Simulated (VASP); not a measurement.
# Fe (Im-3m) in VASP: notebook

Aim: see how the results for Fe move with the level of theory and the settings. Levels: PBE+dDsC+U, PBEsol+rVV10+U, r2SCAN+D3(BJ)+U, PBE+U, PBE. Tasks: density of states, band structure, single point.

Everything below comes from runs of VASP 6.6.1. Logs are shortened: lines on timing, memory, paths and dates and some standing lists are left out, and cuts for length are marked.

## Step 1: The crystal as given

The structure is cubic, space group Im-3m (No. 229). The conventional cell has a = 2.886 Å, b = 2.886 Å, c = 2.886 Å, α = 90.00°, β = 90.00°, γ = 90.00°. Around Fe (site symmetry m-3m) lie 8 Fe at 2.50 Å.

## Step 2: Density of states, PBE+dDsC+U, collinear spin, ferromagnetic start (volume scaled by 0.8)

The input, POSCAR:

```
Fe
1.0
   -1.3395625374      1.3395625374      1.3395625374
    1.3395625374     -1.3395625374      1.3395625374
    1.3395625374      1.3395625374     -1.3395625374
Fe
1
Direct
    0.0000000000      0.0000000000      0.0000000000
```

The input, INCAR.step1:

```
SYSTEM = Fe
ALGO = Normal ; EDIFF = 1E-7
ENCUT = 520 ; GGA = PE
ISIF = 2 ; ISMEAR = 0
ISPIN = 2 ; IVDW = 4
LASPH = .True. ; LCHARG = .True.
LDAU = .True. ; LDAUJ = 1
LDAUL = 2 ; LDAUPRINT = 1
LDAUTYPE = 2 ; LDAUU = 6
LMAXMIX = 4 ; LREAL = .False.
LWAVE = .False. ; MAGMOM = 3
NBANDS = 14 ; NELM = 120
PREC = Accurate ; SIGMA = 0.05
```

The input, KPOINTS.step1:

```
k-points
0
Gamma
  13 13 13
  0 0 0
```

The input, INCAR.step2:

```
SYSTEM = Fe
ALGO = Normal ; EDIFF = 1E-7
ENCUT = 520 ; GGA = PE
ICHARG = 11 ; ISIF = 2
ISMEAR = -5 ; ISPIN = 2
IVDW = 4 ; LASPH = .True.
LCHARG = .False. ; LDAU = .True.
LDAUJ = 1 ; LDAUL = 2
LDAUPRINT = 1 ; LDAUTYPE = 2
LDAUU = 6 ; LMAXMIX = 4
LORBIT = 11 ; LREAL = .False.
LWAVE = .False. ; MAGMOM = 3
NBANDS = 14 ; NEDOS = 1001
NELM = 120 ; PREC = Accurate
SIGMA = 0.05
```

The input, KPOINTS.step2:

```
k-points
0
Gamma
  20 20 20
  0 0 0
```

Potentials or basis: VASP PAW PBE potentials, release 64 (Fe).

Launch:

```bash
$ cat potpaw_PBE.64/Fe/POTCAR > POTCAR
$ cp INCAR.step1 INCAR
$ cp KPOINTS.step1 KPOINTS
$ mpirun -np 1 vasp_std > vasp.out
$ cp INCAR.step2 INCAR
$ cp KPOINTS.step2 KPOINTS
$ mpirun -np 1 vasp_std > vasp.out
```

OUTCAR:

```text
SYSTEM = Fe
   EDIFF = 1E-7
   ENCUT = 520
   GGA = PE
   ICHARG = 11
   ISIF = 2
   ISMEAR = -5
   ISPIN = 2
   IVDW = 4
   LASPH = .True.
   LORBIT = 11
   LREAL = .False.
   NELM = 120
   PREC = Accurate
  IVDW =   4

 ion  position               nearest neighbor table
   1  0.000  0.000  0.000-

  LATTYP: Found a body centered cubic cell.
 ALAT       =     2.6791250748

  Lattice vectors:

 A1 = (  -1.3395625374,   1.3395625374,   1.3395625374)
 A2 = (   1.3395625374,  -1.3395625374,   1.3395625374)
 A3 = (   1.3395625374,   1.3395625374,  -1.3395625374)

Analysis of symmetry for initial positions (statically):
=====================================================================
 Subroutine PRICEL returns:
 Original cell was already a primitive cell.

 Routine SETGRP: Setting up the symmetry group for a
 body centered cubic supercell.

 Subroutine GETGRP returns: Found 48 space group operations
 (whereof 48 operations were pure point group operations)
 out of a pool of 48 trial point group operations.

The static configuration has the point symmetry O_h .

Analysis of symmetry for dynamics (positions and initial velocities):
=====================================================================
 Subroutine PRICEL returns:
 Original cell was already a primitive cell.

 Routine SETGRP: Setting up the symmetry group for a
 body centered cubic supercell.

 Subroutine GETGRP returns: Found 48 space group operations
 (whereof 48 operations were pure point group operations)
 out of a pool of 48 trial point group operations.

The dynamic configuration has the point symmetry O_h .

Analysis of structural, dynamic, and magnetic symmetry:
=====================================================================
 Subroutine PRICEL returns:
 Original cell was already a primitive cell.

 Routine SETGRP: Setting up the symmetry group for a
 body centered cubic supercell.

 Subroutine GETGRP returns: Found 48 space group operations
 (whereof 48 operations were pure point group operations)
 out of a pool of 48 trial point group operations.

The overall configuration has the point symmetry O_h .

 Subroutine INISYM returns: Found 48 space group operations
 (whereof 48 operations are pure point group operations),
 and found     1 'primitive' translations

----------------------------------------------------------------------------------------

                                     Primitive cell

  volume of cell :       9.6150

  direct lattice vectors                    reciprocal lattice vectors
    -1.339562537  1.339562537  1.339562537     0.000000000  0.373256183  0.373256183
     1.339562537 -1.339562537  1.339562537     0.373256183  0.000000000  0.373256183
     1.339562537  1.339562537 -1.339562537     0.373256183  0.373256183  0.000000000

  length of vectors
     2.320190375  2.320190375  2.320190375     0.527863957  0.527863957  0.527863957

  position of ions in fractional coordinates (direct lattice)
     0.000000000  0.000000000  0.000000000

  ion indices of the primitive-cell ions
   primitive index   ion index
                 1           1

----------------------------------------------------------------------------------------

 KPOINTS: k-points

Automatic generation of k-mesh.
 Grid dimensions read from file:
 generate k-points for:   20   20   20
[... 133 lines left out ...]
  o =  0.4572  v =  0.0000  0.0000  0.0000  0.0000  0.0000  0.0000 -0.1751  0.0000 -0.9846  0.0000      0.0000  0.0000  0.0000  0.0000  0.0000  0.0000  0.0000  0.0000  0.0000  0.0000
  o =  0.4572  v =  0.0000  0.0000  0.0000  0.0000  0.0000 -1.0000  0.0000  0.0000 -0.0000  0.0000      0.0000  0.0000  0.0000  0.0000  0.0000  0.0000  0.0000  0.0000  0.0000  0.0000
  o =  0.9386  v = -0.0000  0.2186 -0.0000 -0.9758  0.0000  0.0000  0.0000  0.0000  0.0000  0.0000      0.0000  0.0000  0.0000  0.0000  0.0000  0.0000  0.0000  0.0000  0.0000  0.0000
  o =  0.9386  v = -0.0000  0.9758 -0.0000  0.2186  0.0000  0.0000  0.0000  0.0000  0.0000  0.0000      0.0000  0.0000  0.0000  0.0000  0.0000  0.0000  0.0000  0.0000  0.0000  0.0000
  o =  0.9386  v =  1.0000  0.0000  0.0000 -0.0000  0.0000  0.0000  0.0000  0.0000  0.0000  0.0000      0.0000  0.0000  0.0000  0.0000  0.0000  0.0000  0.0000  0.0000  0.0000  0.0000
  o =  0.9476  v =  0.0000  0.0000 -0.0000 -0.0000 -1.0000  0.0000  0.0000  0.0000  0.0000  0.0000      0.0000  0.0000  0.0000  0.0000  0.0000  0.0000  0.0000  0.0000  0.0000  0.0000
  o =  0.9476  v =  0.0000 -0.0000 -1.0000  0.0000  0.0000  0.0000  0.0000  0.0000  0.0000  0.0000      0.0000  0.0000  0.0000  0.0000  0.0000  0.0000  0.0000  0.0000  0.0000  0.0000

 BZINTS: Fermi energy:   13.614591;    8.000000 electrons
         Band energy: 0.652233E+02;  BLOECHL correction:   -0.449766

 number of electron       8.0000009 magnetization       2.6472467

 Free energy of the ion-electron system (eV)
  ---------------------------------------------------
  ext. energy  EPLUGINS =         0.00000000
  ---------------------------------------------------
  free energy    TOTEN  =        29.19179440 eV

  energy without entropy =       29.19179440  energy(sigma->0) =       29.19179440

 number of electron       8.0000009 magnetization       2.6472467

 Free energy of the ion-electron system (eV)
  ---------------------------------------------------
  ext. energy  EPLUGINS =         0.00000000
  ---------------------------------------------------
  free energy    TOTEN  =        -4.03565380 eV

  energy without entropy =       -4.03565380  energy(sigma->0) =       -4.03565380

 E-fermi :   7.4535     XC(G=0): -14.0093

 val. band max:        7.4833920751   @ k =  -0.1500   0.2000   0.1000
 cond. band min:       7.4079334539   @ k =  -0.3500   0.3500   0.1500
 fundamental gap:     -0.0754586212
 Fermi energy:         7.4535191384

 spin component 1

 k-point     1 :       0.0000    0.0000    0.0000
  band No.  band energies     occupation
      1      -1.6991      1.00000
      2       2.8029      1.00000
      3       2.8029      1.00000
      4       2.8029      1.00000
      5       4.5188      1.00000
      6       4.5188      1.00000
      7      34.4615      0.00000
      8      34.4615      0.00000
      9      34.4615      0.00000
     10      37.9795      0.00000
     11      37.9795      0.00000
     12      38.3092      0.00000
[... 793 lines left out ...]
      3       6.9695      1.00000
      4      10.3333      0.00000
      5      10.4808      0.00000
      6      11.5186      0.00000
      7      24.6260      0.00000
      8      28.4805      0.00000
      9      33.0878      0.00000
     10      35.8501      0.00000
     11      41.5914      0.00000
     12      43.0194      0.00000
     13      48.4398      0.00000
     14      51.6506      0.00000

 [... further k-points ...]

------------------------ aborting loop because EDIFF is reached ----------------------------------------

 total charge

# of ion       s       p       d       tot
------------------------------------------
    1        0.569   0.672   6.516   7.757

 magnetization (x)

# of ion       s       p       d       tot
------------------------------------------
    1       -0.039  -0.127   2.863   2.697

  Hirshfeld-DOM and Hirshfeld charges and relative Volumes:
            ion         q(e)           q(e)           rel_vol
   -----------------------------------------------------------
      1     Fe          0.000          0.000          1.100

  dDsC method for vdW energy calculation
  ---------------------------------------------------------------------------------------------

  Parameters of vdW forcefield:
            C6dDsC            XDM            ALPHAts        RELVOL
            (au)              (au)            (au)
   ---------------------------------------------------------------
   Fe        397.906          7.722         61.577          1.100

  Number of pair interactions contributing to vdW energy:   54312
  Edisp (eV):   -0.41916

  FORCE on cell =-STRESS in cart. coord.  units (eV):
  Direction    XX          YY          ZZ          XY          YZ          ZX
  --------------------------------------------------------------------------------------
  -------------------------------------------------------------------------------------
  Total       3.50423     3.50423     3.50423     0.00000    -0.00000     0.00000
  in kB     583.92066   583.92066   583.92066     0.00000    -0.00000     0.00000
  external pressure =      583.92 kB  Pullay stress =        0.00 kB

 VOLUME and BASIS-vectors are now :
 -----------------------------------------------------------------------------
  energy-cutoff  :      520.00
  volume of cell :        9.61
      direct lattice vectors                 reciprocal lattice vectors
    -1.339562537  1.339562537  1.339562537     0.000000000  0.373256183  0.373256183
     1.339562537 -1.339562537  1.339562537     0.373256183  0.000000000  0.373256183
     1.339562537  1.339562537 -1.339562537     0.373256183  0.373256183  0.000000000

  length of vectors
     2.320190375  2.320190375  2.320190375     0.527863957  0.527863957  0.527863957

 FORCES acting on ions
    electron-ion (+dipol)            ewald-force                    non-local-force                 convergence-correction
 -----------------------------------------------------------------------------------------------
   -.593E-14 0.280E-14 0.266E-14   0.101E-14 0.454E-15 0.144E-14   -.662E-23 0.000E+00 0.397E-22   0.674E-14 0.409E-14 0.657E-14
 -----------------------------------------------------------------------------------------------
   -.593E-14 0.280E-14 0.266E-14   0.101E-14 0.454E-15 0.144E-14   -.662E-23 0.000E+00 0.397E-22   0.674E-14 0.409E-14 0.657E-14

 POSITION                                       TOTAL-FORCE (eV/Angst)
 -----------------------------------------------------------------------------------
      0.00000      0.00000      0.00000        -0.000000     -0.000000      0.000000
 -----------------------------------------------------------------------------------
    total drift:                                0.000000      0.000000      0.000000

--------------------------------------------------------------------------------------------------------

  FREE ENERGIE OF THE ION-ELECTRON SYSTEM (eV)
  ---------------------------------------------------
  free  energy   TOTEN  =        -4.4548119715 eV

  energy  without entropy=       -4.4548119715  energy(sigma->0) =       -4.45481197

--------------------------------------------------------------------------------------------------------

--------------------------------------------------------------------------------------------------------

 -----------------------------------------------------------------------------
|                                                                             |
|           W    W    AA    RRRRR   N    N  II  N    N   GGGG   !!!           |
|           W    W   A  A   R    R  NN   N  II  NN   N  G    G  !!!           |
|           W    W  A    A  R    R  N N  N  II  N N  N  G       !!!           |
|           W WW W  AAAAAA  RRRRR   N  N N  II  N  N N  G  GGG   !            |
|           WW  WW  A    A  R   R   N   NN  II  N   NN  G    G                |
|           W    W  A    A  R    R  N    N  II  N    N   GGGG   !!!           |
|                                                                             |
|     Tetrahedron method does not include variations of the Fermi             |
|     occupations, so forces and stress will be inaccurate. We suggest        |
|     using a different smearing scheme ISMEAR = 1 or 2 for metals in         |
|     relaxations.                                                            |
|                                                                             |
 -----------------------------------------------------------------------------

 total charge

# of ion       s       p       d       tot
------------------------------------------
    1        0.569   0.672   6.516   7.757

 magnetization (x)

# of ion       s       p       d       tot
------------------------------------------
    1       -0.039  -0.127   2.863   2.697

 BZINTS: Fermi energy:    7.453519;    8.000000 electrons
         Band energy: 0.319958E+02;  BLOECHL correction:   -0.021408

=======================================================================
```

Run time: 55 s. Hardware: 1 thread of Intel Xeon Platinum 8488C (Sapphire Rapids), shared host; peak memory 0.2 GiB.

What came out:

| Quantity | Value |
| --- | --- |
| Net moment | 2.65 μB per cell |
| Site moments | Fe +2.70 μB |
| Valence electrons inside the program's atomic spheres | Fe 7.76 |
| Dispersion energy per atom | -0.419 eV |

States per cell in windows of 1 eV (zero at the Fermi level; states under -8 eV left out):
```tsv
from (eV)	up	down	Fe1_d_up	Fe1_d_down	Fe1_p_down	Fe1_p_up	Fe1_s_down	Fe1_s_up
-8.0	0.25	0.04	0.17	0.00	0.00	0.01	0.03	0.06
-7.0	0.84	0.05	0.67	0.00	0.01	0.05	0.04	0.10
-6.0	0.89	0.08	0.84	0.01	0.02	0.04	0.05	0.01
-5.0	0.75	0.12	0.64	0.03	0.03	0.07	0.05	0.03
-4.0	0.84	0.27	0.78	0.14	0.05	0.03	0.07	0.01
-3.0	1.25	0.39	1.20	0.26	0.05	0.02	0.04	0.01
-2.0	0.47	0.72	0.43	0.60	0.08	0.02	0.00	0.01
-1.0	0.09	0.99	0.05	0.79	0.15	0.02	0.01	0.01
0.0	0.10	0.29	0.05	0.23	0.05	0.04	0.00	0.02
1.0	0.11	0.23	0.04	0.22	0.01	0.05	0.00	0.01
2.0	0.11	0.59	0.04	0.56	0.01	0.05	0.00	0.01
3.0	0.10	1.18	0.04	1.14	0.01	0.05	0.00	0.01
4.0	0.09	0.47	0.03	0.44	0.02	0.04	0.01	0.01
5.0	0.07	0.18	0.03	0.14	0.03	0.04	0.01	0.00
6.0	0.05	0.14	0.02	0.09	0.04	0.03	0.01	0.00
7.0	0.03	0.10	0.01	0.06	0.04	0.01	0.01	0.00
```

Eigenvalues of the final occupation matrices:
```
    site  spin  trace               eigenvalues
site 1 d     1   4.71  0.94 0.94 0.94 0.95 0.95
site 1 d     2   1.84  0.24 0.24 0.46 0.46 0.46
```

Caveat: pairwise dispersion overbinds metals, which lowers pressure and volume; the U is typed as a test and isn't derived for this compound; tetrahedron occupations give inexact forces and stress in metals.

[end of part 1 of 3]
